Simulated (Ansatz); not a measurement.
InAs:

```
In As
1.0
     0.00000    2.87730    2.87730
     2.87730    0.00000    2.87730
     2.87730    2.87730    0.00000
In As
1 1
Direct
  0.50000 0.50000 0.50000
  0.00000 0.00000 0.00000
```

Measurements of this composition are mostly on another form, of space group No. 216.

Base run:

```yaml
Program: Ansatz 0.2.0
Functional: RPBE
Potentials_or_basis: Ansatz PAW
Cutoff: "420 eV (not typed: the program's choice for these potentials)"
k_mesh: 8 × 8 × 8
Occupations: fermi-dirac, width 0.05 eV
Spin: no spin polarisation
```

Its results: band gap on the k mesh none (metal or under the smearing width); pressure 1.7 GPa.

Problem. After a change of settings the same cell gave: band gap on the k mesh none (metal or under the smearing width); pressure 4.5 GPa. Which change was it?
A. functional from RPBE to PBE; occupations from fermi-dirac, width 0.05 eV to gaussian, width 0.012 eV
B. functional from RPBE to LDA
C. functional from RPBE to PBE
D. functional from RPBE to BLYP

Solution. D.

Caveats: spin-orbit coupling is left out, which moves the levels of the heavy elements; the PAW data sets come from PBE, with cores solved anew for the run's functional, which leaves a small shift of forces and pressure.
